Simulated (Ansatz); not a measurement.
## WS2: energy less free atoms and pressure against volume scale

Results calculated with Ansatz 0.2.0, not measured. Periodic Kohn-Sham DFT of a crystal at fixed atoms, scaled to volume_scale times the given cell; pressure positive in compression, energy less spherical unpolarised free atoms, largest_vzz the field gradient of largest size among the nuclei.

The cell before it is scaled or strained (space group R3m, No. 160):
```
WS2
1.0
      1.5790     0.9116     6.1633
     -1.5790     0.9116     6.1633
      0.0000    -1.8233     6.1633
W S
1 2
Direct
  0.00000 0.00000 0.00000
  0.75030 0.75030 0.75030
  0.58100 0.58100 0.58100
```

Settings of every row: method all-electron LAPW; functional LDA; relativity scalar; k mesh 13x13x13; filling fermi-dirac; smearing width 0.08 eV; basis error target 0.5 meV/atom; nucleus gaussian.

Atom start moment: 0 on all atoms.

Limits: a layered crystal: even scaling strains the bonds within the layers, so this curve is stiffer than the crystal under pressure; no spin-orbit coupling on heavy atoms.

```csv
row,volume scale,V (Å³/atom),energy less free atoms (eV/atom),pressure (GPa)
1,0.94,16.679,-8.2361,7.826
2,0.96,17.034,-8.2486,3.59
3,0.98,17.389,-8.2523,-0.207
4,0.99,17.566,-8.2511,-1.956
5,1,17.744,?,?
6,1.01,17.921,-8.2431,-5.179
7,1.02,18.099,-8.2365,-6.663
8,1.04,18.454,-8.2187,-9.397
9,1.06,18.808,-8.1951,-11.844
```

Question: what energy less free atoms and pressure should row 5 give?

Worked fit of energy less free atoms. Take u = (V_r/V)^(2/3) − 1 with V_r = 17.743 Å³ an atom, which is twice the finite (Eulerian) strain; such expansions in the strain, on which the Birch-Murnaghan equation of state is built, carry the rest volume and the bulk modulus. The shown rows have u = 0.04209, 0.02756, 0.01353, 0.00671, -0.00663, -0.01316, -0.02585, -0.03812. Least squares give energy less free atoms = −8.248 − 0.5986 × u + 20.813 × u² + 3.1 × u³ eV/atom; a parabola predicts inner rows, each left out in turn, worse (root mean square 6.1e-05 against 3.6e-05 eV/atom). All shown rows lie on it to the printed digit. Its lowest point lies at u = 0.0143, or V = 17.37 Å³ an atom, and the curvature there gives the bulk modulus at fixed shape and fractions, B = (4/9)(1 + u)² E″(u)/V = 177 GPa. Letting shape and atoms relax would as a rule lower it, by much in layered, chain or molecular crystals. The withheld row has u = -4e-05, so the fit gives −8.248 − 0.5986 × (-4e-05) + 20.813 × (-4e-05)² + 3.1 × (-4e-05)³ = -8.2480 eV/atom.

The calculation gave -8.248 eV/atom. The fit meets it to the printed digit.

Worked fit of pressure. Take u = (V_r/V)^(2/3) − 1 with V_r = 17.743 Å³ an atom, which is twice the finite (Eulerian) strain; such expansions in the strain, on which the Birch-Murnaghan equation of state is built, carry the rest volume and the bulk modulus. The shown rows have u = 0.04209, 0.02756, 0.01353, 0.00671, -0.00663, -0.01316, -0.02585, -0.03812. Least squares give pressure = −3.6049 + 241.558 × u + 689.49 × u² + 577 × u³ GPa; a parabola predicts inner rows, each left out in turn, worse (root mean square 0.0098 against 0.0036 GPa). The rows lie off it by -0.001, 0.002, 0.002, -0.003, -0.003, 0.003, 0.001, -0.001. The pressure vanishes at u = 0.0143, or V = 17.37 Å³ an atom, and there the bulk modulus at fixed shape and fractions is B = −V dP/dV = (2/3)(1 + u) dP/du = 177 GPa. Letting shape and atoms relax would as a rule lower it, by much in layered, chain or molecular crystals. The withheld row has u = -4e-05, so the fit gives −3.6049 + 241.558 × (-4e-05) + 689.49 × (-4e-05)² + 577 × (-4e-05)³ = -3.615 GPa.

The calculation gave -3.612 GPa. The fit lies 0.003 GPa (0.015 % of the column's range) below it; its largest miss of a shown row is 0.003 GPa.
